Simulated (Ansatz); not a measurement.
# All-electron card of ScAl

```yaml
crystal:
  lattice:
    - [2.16340, -5.25022, 0.00000]
    - [2.16340, 5.25022, 0.00000]
    - [0.00000, 0.00000, 3.77129]
  atoms:
    - { symbol: Sc, position: [0.86468, 0.13532, 0.75000] }
    - { symbol: Sc, position: [0.13532, 0.86468, 0.25000] }
    - { symbol: Al, position: [0.58451, 0.41550, 0.75000] }
    - { symbol: Al, position: [0.41550, 0.58451, 0.25000] }
```

Atoms are numbered in the order listed.

The cell is the one relaxed in the Materials Project (mp-999206), not relaxed further here; entries there can be hypothetical.

Levels of theory: DFT, PBEsol, all-electron LAPW, scalar-relativistic (Ansatz 0.2.0); DFT, PBEsol, PAW with Ansatz's default frozen-core files, scalar-relativistic (Ansatz 0.2.0).

For LAPW: a Γ-centred 10×10×11 k mesh, Fermi–Dirac smearing of 0.05 eV, basis error target 1 meV/atom, no spin polarisation. PAW takes a cutoff of 420 eV at this cell (files made with PBE, cores remade for this functional). The Ansatz runs share mesh, smearing and spin set-up. Values come from LAPW unless marked.

```yaml
Pressure_at_this_cell: -2.10 GPa
Band_gap: "none: bands cross the Fermi level, a metal"
Stress_xx_yy_zz_compression_positive: -2.88, -1.81, -1.60 GPa
Largest_force: 0.057 eV/Å on Al3
Density_of_states_at_the_Fermi_level_0.2_eV_bin: 3.73 states/eV per cell
Löwdin_charges_with_0.14_e_of_the_cell_spilling_out_of_the_atomic_basis_so_their_sizes_and_signs_hang_on_that_basis: Sc1 0.78, Al3 -0.71 e
Bader_charges_from_the_PAW_run: Sc1 +1.25, Al3 -1.25 e
Volume_per_atom: 21.42 Å³
```
